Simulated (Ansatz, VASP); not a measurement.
## One calculation of Be, two programs

Contents of INCAR:

```
PREC     = Accurate       # precision mode
ENCUT    = 600            # plane-wave cutoff, eV
EDIFF    = 1E-7           # SCF threshold, eV
ISMEAR   = 0              # smearing method
SIGMA    = 0.1            # smearing width, eV
LREAL    = F              # projectors in reciprocal space
LASPH    = T              # aspherical terms in the spheres
NELM     = 100            # most SCF steps
ALGO     = Normal         # electronic algorithm
ISIF     = 4              # what is computed and relaxed
LWAVE    = F              # write WAVECAR
LCHARG   = F              # write CHGCAR
IBRION   = 2              # ionic algorithm
NSW      = 50             # ionic steps
EDIFFG   = -0.01          # ionic threshold
```

File KPOINTS:

```
Automatic mesh
0
Gamma
  21 21 12
```

Contents of POSCAR:

```
Be
1.0
    2.2708025642      0.0000000000      0.0000000000
   -1.1354012821      1.9665727075      0.0000000000
    0.0000000000      0.0000000000      3.5824881608
Be
2
Direct
    0.3333333333      0.6666666667      0.2500000000
    0.6666666667      0.3333333333      0.7500000000
```

Input for Ansatz:

```yaml
crystal:
  lattice:
    - [2.2708025642, 0.0, 0.0]
    - [-1.1354012821, 1.9665727075, 0.0]
    - [0.0, 0.0, 3.5824881608]
  atoms:
    - { symbol: Be, position: [0.3333333333, 0.6666666667, 0.25] }
    - { symbol: Be, position: [0.6666666667, 0.3333333333, 0.75] }
basis:
  ecutwfc: 420
kpoints:
  mp_grid: { grid: [21, 21, 12] }
hamiltonian:
  xc: lda
  pseudopotentials: { kind: paw }
scf:
  occupations: { method: gaussian, width: 0.1 }
output:
  forces: true
  stress: true
  eigenvalues: true
relax:
  adjacent_minimum: "off"
  f_tol: 0.01
  max_steps: 30
  cell: { stress_tol: 0.1, fix: [volume] }
```

Alike in both runs: task relaxation of shape and atoms at fixed volume; functional LDA; k mesh 21 × 21 × 12; occupations gaussian, width 0.1 eV; no spin polarisation.

|  | VASP | Ansatz |
| --- | --- | --- |
| version | VASP 6.6.1 | Ansatz 0.2.0 |
| potentials or method | VASP PAW LDA potentials, release 64 (Be) | scalar-relativistic, plane waves, PAW |
| plane-wave cutoff (eV) | 600 | 420 |
| valence electrons in the cell | 4 | 4 |

VASP gave:

```
gap on the k mesh at the Fermi level, each at its own relaxed structure (eV) : none
relaxed volume (Å³/atom)                                                     : 8.00
relaxed cell length with the largest relative difference (Å)                 : 3.580
```

Problem. Estimate Ansatz's values.

Solution. gap on the k mesh at the Fermi level, each at its own relaxed structure (eV): none; relaxed volume (Å³/atom): 8.00; relaxed cell length with the largest relative difference (Å): 3.579.

A gap of «none» marks a metal or a gap that the smearing closes.
